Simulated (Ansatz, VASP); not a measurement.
One calculation of Na, two programs

Contents of INCAR:

```
PREC = Accurate ; ENCUT = 520
EDIFF = 1E-6 ; ISMEAR = -1
SIGMA = 0.05 ; LREAL = False
LASPH = True ; NELM = 80
ALGO = Normal ; ISIF = 2
LWAVE = False ; LCHARG = True
GGA = PS ; LELF = True
LVHAR = True ; NBANDS = 10
```

KPOINTS

```
Automatic mesh
0
Gamma
  9 9 9
```

File POSCAR:

```
Na
1.0
   -2.1120640205      2.1120640205      2.1120640205
    2.1120640205     -2.1120640205      2.1120640205
    2.1120640205      2.1120640205     -2.1120640205
Na
1
Direct
    0.0000000000      0.0000000000      0.0000000000
```

The input input.yaml:

```yaml
crystal:
  lattice:
    - [-2.1120640205, 2.1120640205, 2.1120640205]
    - [2.1120640205, -2.1120640205, 2.1120640205]
    - [2.1120640205, 2.1120640205, -2.1120640205]
  atoms:
    - { symbol: Na, position: [0.0, 0.0, 0.0] }
kpoints:
  mp_grid: { grid: [9, 9, 9] }
scf:
  occupations: { method: fermi_dirac, width: 0.05 }
hamiltonian:
  xc: pbesol
  pseudopotentials: { kind: all_electron, lapw: { basis_error: 0.0005 } }
output:
  forces: true
  stress: true
  eigenvalues: true
```

Change from the starting cell: volume scaled by 0.96.

Alike in both runs: task single point; functional PBEsol; k mesh 9 × 9 × 9; occupations fermi-dirac, width 0.05 eV; no spin polarisation.

|  | VASP | Ansatz |
| --- | --- | --- |
| version | VASP 6.6.1 | Ansatz 0.2.0 |
| potentials or method | VASP PAW PBE potentials, release 64 (Na_pv) | all-electron LAPW, scalar-relativistic |
| plane-wave cutoff (eV) | 520 | see its input |

```csv
,VASP,Ansatz,Ansatz less VASP
gap on the k mesh at the Fermi level (eV),none,none,-
pressure (GPa),-0.3,-0.3,+0.02
```

A gap of «none» marks a metal or a gap that the smearing closes. Ansatz ran all-electron here, so the differences hold the error of VASP's frozen core and of both bases.

Caveats: the PAW data sets were made with another functional, which shifts forces and pressure a little (VASP).
